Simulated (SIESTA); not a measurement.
# MgB2 in SIESTA: the effect of functional

Crystal: MgB2.

```xyz
3
Lattice="3.0850 0.0000 0.0000 -1.5425 2.6717 0.0000 0.0000 0.0000 3.5230" Properties=species:S:1:pos:R:3 pbc="T T T"
Mg    0.0000    0.0000    0.0000
B     1.5425    0.8906    1.7615
B     0.0000    1.7811    1.7615
```

Alike in all runs:

```yaml
Program: SIESTA 5.4.2
Task: single point
Basis: DZP (energy shift 0.003 Ry; two zetas on semicore shells)
Grid_cutoff: 800 Ry
Energy_shift: 0.003 Ry
k_mesh: 10 × 10 × 8
Occupations: fermi-dirac, width 0.05 eV
Spin: no spin polarisation
```

| functional | potentials or basis | pressure (GPa) |
| --- | --- | --- |
| LDA | PseudoDojo 0.4 standard (LDA files) | ? |
| PBEsol | PseudoDojo 0.4 standard (PBEsol files) | 2.4 |
| AM05 | PseudoDojo 0.4 standard (PBEsol files) | 2.2 |
| WC | PseudoDojo 0.4 standard (PBEsol files) | 2.8 |
| PBE | PseudoDojo 0.4 standard (PBE files) | 4.1 |
| PW91 | PseudoDojo 0.4 standard (PBE files) | 4.2 |
| revPBE | PseudoDojo 0.4 standard (PBE files) | 5.6 |
| RPBE | PseudoDojo 0.4 standard (PBE files) | 5.9 |
| BLYP | PseudoDojo 0.4 standard (PBE files) | 7.2 |

Problem. What does the run with functional LDA give?

Solution. Pressure -2.1 GPa.

Caveats: the basis of atomic orbitals isn't converged, which shifts pressures, moduli and gaps; the potentials were made for another functional, which shifts forces and pressure (some runs).
